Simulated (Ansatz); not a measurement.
A calculation with Ansatz 0.2.0 of C (native input, structure typed inline):

File input.yaml:

```yaml
crystal:
  lattice:
    - [0.0, 1.78337, 1.78337]
    - [1.78337, 0.0, 1.78337]
    - [1.78337, 1.78337, 0.0]
  atoms:
    - { symbol: C, position: [0.75, 0.75, 0.75], spin: 0.5 }
    - { symbol: C, position: [0.5, 0.5, 0.5], spin: -0.5 }
hamiltonian:
  xc: blyp
  pseudopotentials: { kind: paw, accuracy: stringent }
  dispersion: d3bj
magnetization:
  spin_polarized: true
kpoints:
  mp_grid: { grid: [13, 13, 13] }
scf:
  occupations: { method: cold, width: 0.15 }
  n_extra_bands: 6
output:
  forces: true
  stress: true
  eigenvalues: true
  dos: { projected: false, de: 0.05, nscf_kmesh: { grid: [20, 20, 20] } }
```

Potentials or basis: SSSP precision PAW.

The run is started by

```console
$ ansatz run input.yaml --threads 1 --pin off --max-ram 2560MiB --backend cpu --events-out ev --progress --plain --runs-dir out
```

This isn't the form of C at room conditions, which is graphite.

Task: Write the same calculation in another form: native input, Cartesian positions.

Result: As run:

Contents of input.yaml:

```yaml
crystal:
  lattice:
    - [0.0, 1.78337, 1.78337]
    - [1.78337, 0.0, 1.78337]
    - [1.78337, 1.78337, 0.0]
  atoms:
    - { symbol: C, spin: 0.5, position_ang: [2.675055, 2.675055, 2.675055] }
    - { symbol: C, spin: -0.5, position_ang: [1.78337, 1.78337, 1.78337] }
hamiltonian:
  xc: blyp
  pseudopotentials: { kind: paw, accuracy: stringent }
  dispersion: d3bj
magnetization:
  spin_polarized: true
kpoints:
  mp_grid: { grid: [13, 13, 13] }
scf:
  occupations: { method: cold, width: 0.15 }
  n_extra_bands: 6
output:
  forces: true
  stress: true
  eigenvalues: true
  dos: { projected: false, de: 0.05, nscf_kmesh: { grid: [20, 20, 20] } }
  write_density: true
  write_potential: true
  elf: true
  volumetric_format: npy
```

Potentials or basis: SSSP precision PAW.

Run with:

```sh
$ ansatz run input.yaml --threads 1 --pin off --max-ram 2560MiB --backend cpu --events-out ev --progress --plain --runs-dir out
```

Both were run:

|  | native input, structure typed inline | native input, Cartesian positions |
| --- | --- | --- |
| Pressure | 1.4 GPa | 1.4 GPa |
| Band gap on the k mesh | 4.47 eV, indirect (least direct gap 5.74 eV) | 4.47 eV, indirect (least direct gap 5.74 eV) |
| Net moment | 0.00 μB per cell | 0.00 μB per cell |
| Absolute moment | 0.00 μB per cell | 0.00 μB per cell |

Keys that steer only the numerical path or the files written may differ.

Caveat: odd divisions of the mesh miss points on the zone boundary, where band edges often lie, so the gap on the mesh can be too wide; the starting moments weren't kept.
